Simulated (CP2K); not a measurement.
Runs of CP2K 2026.2 on MoS2. It takes space group P-3m1 (No. 164, trigonal). The conventional cell has a = 3.227 Å, b = 3.227 Å, c = 6.312 Å, α = 90.00°, β = 90.00°, γ = 120.00°. Mo (site symmetry -3m) is surrounded by 6 S at 2.42 Å. Around S (site symmetry 3m) lie 3 Mo at 2.42 Å. Measurements of this composition are mostly on another form, of space group No. 194.

| level | potentials or basis | smearing | NGRIDS | points a segment of the path (NPOINTS) | CUTOFF of the grids | gap on the mesh (eV) | pressure (GPa) | largest force (eV/Å) |
| --- | --- | --- | --- | --- | --- | --- | --- | --- |
| LDA | GTH_POTENTIALS Mo GTH-PADE-q14, S GTH-PADE-q6; TZVP-MOLOPT-PBE-GTH basis | fermi-dirac 0.01 eV | 4 | 8 | 450 Ry | none | -5.2 | 0.11 |
| TB-mBJ | POTENTIAL_UZH Mo GTH-PBE-q14, S GTH-PBE-q6; TZVP-MOLOPT-PBE-GTH basis | fermi-dirac 0.0259 eV | 4 | 8 | 675 Ry | none | - | - |
| r2SCAN | POTENTIAL_UZH Mo GTH-SCAN-q14, S GTH-SCAN-q6; TZVP-MOLOPT-SCAN-GTH basis | fermi-dirac 0.05 eV | 5 | 10 | 675 Ry | none | (b) | 0.24 |
| PBEsol | POTENTIAL_UZH Mo GTH-PBE-q14, S GTH-PBE-q6; TZVP-MOLOPT-PBE-GTH basis | fermi-dirac 0.0259 eV | 5 | 6 | 450 Ry | none | -1.6 | (a) |

Alike in all rows: task band structure; no spin polarisation; cell as given; k mesh 9 × 9 × 4.

**Question.** Estimate the missing entries.

**Answer.** (a) 0.27; (b) 1.1.

Caveats: the basis of atomic orbitals isn't converged, which shifts pressures, moduli and gaps; the potentials were made for another functional, which shifts forces and pressure (some runs); this is a model potential without an energy functional, so only levels have meaning (some runs); this functional lacks dispersion, which binds the layers, so the pressure and a relaxed spacing across them are unreliable (some runs).

A k mesh can miss the band edges, and the runs leave out spin-orbit coupling on Mo.

A gap of «none» marks a metal or a gap under the smearing width.

Runs at the PBE level aren't shown here.
